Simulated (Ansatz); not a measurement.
Input of an Ansatz 0.2.0 run:

File input.yaml:

```yaml
crystal:
  lattice:
    - [3.3545324186, 0.0, 0.0]
    - [-1.6772662093, 2.9051102923, 0.0]
    - [0.0, 0.0, 5.47016065]
  atoms:
    - { symbol: Sb, position: [0.6666666667, 0.3333333333, 0.75] }
    - { symbol: Sb, position: [0.3333333333, 0.6666666667, 0.25] }
hamiltonian:
  xc: rpbe
  pseudopotentials: { kind: paw }
kpoints:
  mp_grid: { grid: [9, 9, 5] }
scf:
  occupations: { method: fermi_dirac, width: 0.05 }
output:
  forces: true
  stress: true
  eigenvalues: true
  write_density: true
  write_potential: true
  elf: true
  volumetric_format: npy
relax:
  f_tol: 0.01
  max_steps: 40
  cell: { stress_tol: 0.05 }
```

Potentials or basis: Ansatz PAW.

Launch:

```bash
$ ansatz run input.yaml --threads 2 --pin off --max-ram 5632MiB --backend cpu --events-out ev --progress --plain --runs-dir out
```

Problem. Estimate the band gap on the k mesh.

Solution. None (metal or under the smearing width).

Problem. Estimate the relaxed cell.

Solution. a = 3.469 Å, b = 3.469 Å, c = 5.368 Å, α = 90.00°, β = 90.00°, γ = 120.00°.

Problem. Predict the relaxed volume.

Solution. 27.96 Å³/atom.

Problem. Predict the space group after relaxing (to 0.05 Å).

Solution. P6_3/mmc (No. 194).

The path:
```
step  energy change (eV)  largest force (eV/Å)  volume (Å³)
   1              0.0000                0.0000        53.31
   2             -0.0175                0.0000        56.94
   3             -0.0213                0.0000        55.93
   4             -0.0216                0.0000        55.83
   5             -0.0224                0.0000        55.31
   6             -0.0234                0.0000        55.99
   7             -0.0235                0.0000        55.93
   8             -0.0240                0.0000        55.93
```

Caveat: the plane-wave basis is chosen anew once the cell has moved, so the energies of steps on either side of that aren't comparable; the PAW data sets come from PBE, with cores solved anew for the run's functional, which leaves a small shift of forces and pressure. The run has no spin-orbit coupling, so splittings on Sb are missing.
